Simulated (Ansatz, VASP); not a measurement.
# Two plane-wave programs on Rh

INCAR

```
SYSTEM = Rh
PREC = Accurate
ENCUT = 520
EDIFF = 1E-6
ISMEAR = -1
SIGMA = 0.05
LREAL = .FALSE.
LASPH = .TRUE.
NELM = 80
ALGO = Fast
ISIF = 2
LWAVE = .FALSE.
LCHARG = .TRUE.
GGA = RE
LELF = .TRUE.
LVHAR = .TRUE.
NBANDS = 14
```

Contents of KPOINTS:

```
regular mesh
0
G
  7 7 7
  0 0 0
```

POSCAR

```
Rh
1.0
    0.0000000000      1.8978500000      1.8978500000
    1.8978500000      0.0000000000      1.8978500000
    1.8978500000      1.8978500000      0.0000000000
Rh
1
Direct
    0.0000000000      0.0000000000      0.0000000000
```

The input input.yaml:

```yaml
crystal:
  lattice:
    - [0.0, 1.89785, 1.89785]
    - [1.89785, 0.0, 1.89785]
    - [1.89785, 1.89785, 0.0]
  atoms:
    - { symbol: Rh, position: [0.0, 0.0, 0.0] }
hamiltonian:
  xc: revpbe
  pseudopotentials: { kind: paw }
kpoints:
  mp_grid: { grid: [7, 7, 7] }
scf:
  occupations: { method: fermi_dirac, width: 0.05 }
  n_extra_bands: 6
output:
  forces: true
  stress: true
  eigenvalues: true
  dos: { projected: true, de: 0.05, nscf_kmesh: { grid: [11, 11, 11] } }
```

Alike in both runs: functional revPBE; k mesh 7 × 7 × 7; occupations fermi-dirac, width 0.05 eV; no spin polarisation.

|  | VASP | Ansatz |
| --- | --- | --- |
| version | VASP 6.6.1 | Ansatz 0.2.0 |
| potentials or method | VASP PAW PBE potentials, release 64 (Rh_pv) | Ansatz PAW |
| plane-wave cutoff (eV) | 520 | 420 |
| valence electrons in the cell | 15 | 17 |
| task | single point | projected density of states |

VASP gave:

* gap on the k mesh at the Fermi level (eV): none
* pressure (GPa): 9.7

Problem. Estimate Ansatz's values.

Solution. gap on the k mesh at the Fermi level (eV): none; pressure (GPa): 9.6.

A gap of «none» marks a metal or a gap that the smearing closes. The two sets of potentials don't hold the same shells in valence.

Caveats: the k mesh is coarse (spacing up to 0.41 Å⁻¹), so the values aren't converged; the PAW data sets were made with another functional, which shifts forces and pressure a little (VASP); the PAW data sets come from PBE, with cores solved anew for the run's functional, which leaves a small shift of forces and pressure (Ansatz); the density of states is complete only up to the lowest level of the last band computed (Ansatz).
